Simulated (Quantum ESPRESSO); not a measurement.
Crystal: SnSe2.

```
Sn Se
1.0
     3.81100    0.00000    0.00000
    -1.90550    3.30042    0.00000
     0.00000    0.00000    6.13600
Sn Se
1 2
Direct
  0.00000 0.00000 0.00000
  0.66667 0.33333 0.75100
  0.33333 0.66667 0.24900
```

```yaml
Program: Quantum ESPRESSO 7.5
Task: single point
Functional: PBEsol
Potentials_or_basis: GBRV 1.5 PBEsol
Cutoff: 925 eV
Density_cutoff: 7401 eV
k_mesh: 8 × 8 × 5
Occupations: fermi-dirac, width 0.05 eV
Spin: no spin polarisation
```

On this cell: pressure 2.5 GPa; largest force 0.609 eV/Å; band gap on the k mesh 0.73 eV, indirect (least direct gap 0.99 eV).

The same run follows on a disturbed copy (atoms moved at random, drawn with an rms of 0.05 Å):

```
Sn Se
1.0
     3.81100    0.00000    0.00000
    -1.90550    3.30042    0.00000
     0.00000    0.00000    6.13600
Sn Se
1 2
Direct
  0.99693 0.99596 0.99812
  0.66899 0.34235 0.74947
  0.33318 0.66846 0.25317
```

**Question.** What changes?

**Answer.** The energy moves by -3.7 meV/atom; pressure 1.8 GPa; largest force 0.620 eV/Å; band gap on the k mesh 0.67 eV, indirect (least direct gap 0.99 eV).

Forces on the atoms (eV/Å):
```
Sn  -0.012  0.204  0.320
Se   0.016 -0.169 -0.596
Se  -0.004 -0.035  0.277
```

Stress tensor (GPa, compression positive):
```
 1.27  0.01 -0.05
 0.01  1.49  0.36
-0.05  0.36  2.67
```

Caveats: spin-orbit coupling is left out, which moves the levels of the heavy elements; an odd mesh through Γ misses points on the zone boundary, where band edges often lie; this functional lacks dispersion, which binds the layers, so the pressure and a relaxed spacing across them are unreliable (some runs).
